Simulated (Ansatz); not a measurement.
The system is SnSe2.

```
CELL_PARAMETERS angstrom
3.81100 0.00000 0.00000
-1.90550 3.30042 0.00000
0.00000 0.00000 6.13600
ATOMIC_POSITIONS crystal
Sn 0.00000 0.00000 0.00000
Se 0.66667 0.33333 0.75100
Se 0.33333 0.66667 0.24900
```

- Program: Ansatz 0.2.0
- Task: relaxation of cell and atoms
- Functional: PBE
- Dispersion: D3(BJ)
- Potentials or basis: Ansatz PAW
- Cutoff: 420 eV (not typed: the program's choice for these potentials)
- k mesh: 8 × 8 × 5
- Occupations: fermi-dirac, width 0.05 eV
- Spin: no spin polarisation

At the start: volume 25.73 Å³/atom.

Problem. Where does the relaxation end?

Solution. It ends after 5 steps and the volume is 25.60 Å³/atom (-0.5 %); space group P-3m1 (No. 164, to 0.05 Å).

The path:
| step | energy change (eV) | largest force (eV/Å) | volume (Å³) |
| --- | --- | --- | --- |
| 1 | 0.0000 | 0.7995 | 77.18 |
| 2 | -0.0630 | 0.0942 | 77.44 |
| 3 | -0.0647 | 0.0108 | 76.91 |
| 4 | -0.0649 | 0.0052 | 76.80 |
| 5 | -0.0648 | 0.0052 | 76.80 |

Final structure:
```xyz
3
Lattice="3.8391 0.0000 0.0000 -1.9195 3.3247 0.0000 0.0000 0.0000 6.0172" Properties=species:S:1:pos:R:3 pbc="T T T"
Sn    0.0000    0.0000    0.0000
Se    1.9195    1.1082    4.4241
Se    0.0000    2.2165    1.5931
```

Caveat: the plane-wave basis is chosen anew once the cell has moved, so the energies of steps on either side of that aren't comparable.
